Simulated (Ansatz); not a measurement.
# AlAs: the cost of one run

Method: DFT PBE0, scalar-relativistic, plane waves, PAW, in Ansatz 0.2.0.

**1. Starting point**

It takes space group F-43m (No. 216, cubic). Conventional cell: a = 5.455 Å, b = 5.455 Å, c = 5.455 Å, α = 90.00°, β = 90.00°, γ = 90.00°. Around Al (site symmetry -43m) lie 4 As at 2.36 Å. Around As (site symmetry -43m) lie 4 Al at 2.36 Å.

As a file:

```xyz
2
Lattice="0.0000 2.7276 2.7276 2.7276 0.0000 2.7276 2.7276 2.7276 0.0000" Properties=species:S:1:pos:R:3 pbc="T T T"
Al    0.0000    0.0000    0.0000
As    1.3638    1.3638    1.3638
```

This is a trial structure built by rule; it need not be a known or stable form of this composition.

This is a trial structure, the zincblende prototype, and another one may lie lower.

**2. Seeking zero pressure, try 1**

File input.yaml:

```yaml
crystal:
  lattice:
    - [0.0, 2.7276336118, 2.7276336118]
    - [2.7276336118, 0.0, 2.7276336118]
    - [2.7276336118, 2.7276336118, 0.0]
  atoms:
    - { symbol: Al, position: [0.0, 0.0, 0.0] }
    - { symbol: As, position: [0.25, 0.25, 0.25] }
basis:
  ecutwfc: 420
kpoints:
  mp_grid: { grid: [6, 6, 6] }
hamiltonian:
  xc: pbe0
scf:
  occupations: { method: gaussian, width: 0.05 }
output:
  forces: true
  stress: true
  eigenvalues: true
```

The run is started by

```sh
$ ansatz run input.yaml --threads 4 --pin off --max-ram 10240MiB --backend cpu --events-out ev --progress --plain --runs-dir out
```

What time and memory should one allow on 4 threads of Intel Xeon Platinum 8375C at 2.90GHz (Ice Lake), shared host?

About 15 s, with a peak of 1.2 GiB.
